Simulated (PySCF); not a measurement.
# C2H2Cl2: the cost of one run

Computed with PySCF 2.14.0, with density-fitted response routines of our own, on a single molecule, in the gas phase or a continuum. Atoms count from 0, in the outputs and in this text.

## (1) Starting geometry

6 atoms, charge 0, multiplicity 1; geometry from: GFN2-xTB. The atoms were then displaced at random by about 0.01 Å, so the start is not that level's minimum.

Bonds of the start (Å): Cl0–C1 1.71, C1–C2 1.34, C2–Cl3 1.69, C1–H4 1.08, C2–H5 1.06.

## (2) Geometry optimisation at PBE0-D3(BJ)/def2-TZVP

The job: settings as JSON, then the geometry in Å.

```
{"job": {"xc": "PBE0", "basis": "def2-TZVP", "d3": "d3bj", "grid": 2, "shake": 0.01, "kind": "geom"}, "charge": 0, "multiplicity": 1}
Cl     1.683340     1.162630     0.006930
C      0.649750    -0.200750    -0.008770
C     -0.688610    -0.143580    -0.012070
Cl    -1.524590     1.324480     0.006870
H      1.180440    -1.143060    -0.025840
H     -1.276170    -1.029740    -0.011790
```

Launch:

```bash
> OMP_NUM_THREADS=1 python probes_run.py task.json out
```

This one command runs all jobs of the session in turn.

**Question.** How long does this first job take on 1 thread of Arm Neoverse V1, shared host, and how much memory does it need?

About 57 s, with a peak of 0.58 GiB.
